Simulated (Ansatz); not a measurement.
## Co: the change of cell moment and energy less free atoms with volume per atom

Results calculated with Ansatz 0.2.0, not measured. Periodic Kohn-Sham DFT of a crystal at fixed atoms; pressure and stress are positive in compression; the energy is the free energy less that of spherical unpolarised free atoms; site moments are those in the method's own spheres, positive along +z.

Cell of the first row (space group P6_3/mmc, No. 194):
```
Co
1.0
      2.4301     0.0000     0.0000
     -1.2150     2.1045     0.0000
      0.0000     0.0000     3.9530
Co
2
Direct
  0.33333 0.66667 0.25000
  0.66667 0.33333 0.75000
```

Settings of every row: method all-electron LAPW; functional LDA; relativity scalar; k mesh 17x17x9; filling fermi-dirac; smearing width 0.03 eV; basis error target 1 meV/atom; nucleus gaussian.

Atom:
```
element  start moment (bohr magneton)
     Co                             2
     Co                             2
```

```
row  volume per atom (Å³)  cell moment (bohr magneton)  energy less free atoms (eV/atom)  pressure (GPa)
  1                10.108                        3.048                           -9.4519           -2.78
  2                10.374                            ?                                 ?               ?
  3                 10.64                         3.14                           -9.4223         -14.423
  4                10.906                        3.182                           -9.3945         -19.027
  5                11.172                        3.228                           -9.3596         -22.922
```

Question: what cell moment and energy less free atoms should row 2 give?

Worked fit of cell moment. Take t = volume per atom − 11, in Å³. The shown rows have t = -0.892, -0.36, -0.094, 0.172. Their means are -0.2935 and 3.1495 bohr magneton; the sums about the means are S_tt = 0.6191 and S_ty = 0.1044, whose ratio is the slope. Least squares give cell moment = 3.199 + 0.1686 × t bohr magneton. The rows lie off it by -0.001, 0.002, -0.001, 0.000. The withheld row has t = -0.626, so the fit gives 3.199 + 0.1686 × (-0.626) = 3.093 bohr magneton.

The calculation gave 3.096 bohr magneton. The fit lies 0.003 bohr magneton (1.7 % of the column's range) below it; its largest miss of a shown row is 0.002 bohr magneton.

Worked fit of energy less free atoms. Take u = (V_r/V)^(2/3) − 1 with V_r = 10.773 Å³ an atom, which is twice the finite (Eulerian) strain; such expansions in the strain, on which the Birch-Murnaghan equation of state is built, carry the rest volume and the bulk modulus. The shown rows have u = 0.04339, 0.00832, -0.00815, -0.02395. Least squares give energy less free atoms = −9.40937 − 1.6878 × u + 16.306 × u² eV/atom; a straight line predicts inner rows, each left out in turn, worse (root mean square 0.011 against 5.6e-05 eV/atom). All shown rows lie on it to the printed digit. The withheld row has u = 0.02548, so the fit gives −9.40937 − 1.6878 × (0.02548) + 16.306 × (0.02548)² = -9.4418 eV/atom.

The calculation gave -9.4419 eV/atom. The fit lies 0.0001 eV/atom (0.11 % of the column's range) above it, one unit of the last digit.

The other values of row 2: pressure -9.05 GPa.
